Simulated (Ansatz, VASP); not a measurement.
# N: VASP beside Ansatz

```
N
1.0
     7.03385    0.00000    0.00000
     0.00000    7.03385    0.00000
     0.00000    0.00000    7.03385
N
12
Direct
  0.96575 0.89717 0.18684
  0.81665 0.93848 0.21269
  0.98568 0.80011 0.65906
  0.00129 0.94324 0.72078
  0.09663 0.38858 0.87387
  0.97590 0.41830 0.96928
  0.27391 0.34370 0.37010
  0.27245 0.19316 0.41427
  0.47238 0.67279 0.07913
  0.39337 0.75215 0.96944
  0.52079 0.20536 0.92763
  0.58857 0.19932 0.78641
```

Alike in both runs: functional PBE; dispersion D3(BJ); k mesh 1 × 1 × 1; occupations fermi-dirac, width 0.05 eV; no spin polarisation.

Ansatz relaxed the structure, and its values are those at the end. VASP's run is a single point on that final structure, the one shown.

```csv
,VASP,Ansatz
version,VASP 6.6.1,Ansatz 0.2.0
potentials or method,"VASP PAW PBE potentials, release 64 (N)","scalar-relativistic, plane waves, PAW"
plane-wave cutoff (eV),520,420
valence electrons in the cell,60,60
```

```csv
,VASP,Ansatz,Ansatz less VASP
rms of the force components (eV/Å),0.932,0.076,-0.8556
dispersion energy (meV/atom),-42.1,-42.1,-0.01
```

One of these differences is far larger than is usual between the two programs; its cause wasn't traced. The functional is the same, so the differences come from potentials, cutoffs and numerics.

Caveats: the standard files for N, O and F lose accuracy on very short bonds.
